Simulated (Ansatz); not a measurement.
**KCl: a single-point run**

The task is a single-point run on KCl. The structure is shown as the input types it.

Program: Ansatz 0.2.0. Level of theory: density functional or hybrid calculation with the settings of its input, plane waves (as first typed). These are calculated values, not measurements.

5 further runs of the same task are left out: 1 for a known fault of the program, 4 that didn't finish.

### 1 Starting point

It takes space group Fm-3m (No. 225, cubic). Conventional cell: a = 6.290 Å, b = 6.290 Å, c = 6.290 Å, α = 90.00°, β = 90.00°, γ = 90.00°. K (site symmetry m-3m) has 6 Cl at 3.14 Å as nearest neighbours. Cl (site symmetry m-3m) is surrounded by 6 K at 3.14 Å.

As a file:

```
CELL_PARAMETERS angstrom
0.00000 3.14485 3.14485
3.14485 0.00000 3.14485
3.14485 3.14485 0.00000
ATOMIC_POSITIONS crystal
K 0.00000 0.00000 0.00000
Cl 0.50000 0.50000 0.50000
```

### 2 Running it

input.yaml reads:

```yaml
crystal:
  lattice:
    - [0.0, 3.1448483221, 3.1448483221]
    - [3.1448483221, 0.0, 3.1448483221]
    - [3.1448483221, 3.1448483221, 0.0]
  atoms:
    - { symbol: K, position: [0.0, 0.0, 0.0] }
    - { symbol: Cl, position: [0.5, 0.5, 0.5] }
kpoints:
  mp_grid: { grid: [6, 6, 6] }
hamiltonian:
  xc: pbesol
scf:
  occupations: { method: fixed }
  n_extra_bands: 4
  convergence: { dr2_threshold: 1.0 }
  max_iter: 76
output:
  forces: true
  stress: true
  eigenvalues: true
```

On the command line:

```bash
> ansatz run input.yaml --threads 4 --pin off --max-ram 3686MiB --backend cpu --events-out ev --progress --plain --runs-dir out
```

**Question.** How will this run end, and is anything wrong with its input?

The program finished normally, with warnings (force scf threshold loose, stress scf threshold loose). Its log warns: «scf.convergence.dr2_threshold = 1e0 eV is looser than this run's default, which is 1e-7 eV or tighter. The error in the forces grows as the threshold's square root ...»

The threshold asked is loose, but the program put off the close and ended at dr2 = 2.0e-9, so little accuracy was lost here.

Run again and compare: delete scf.convergence.dr2_threshold (the default then holds).
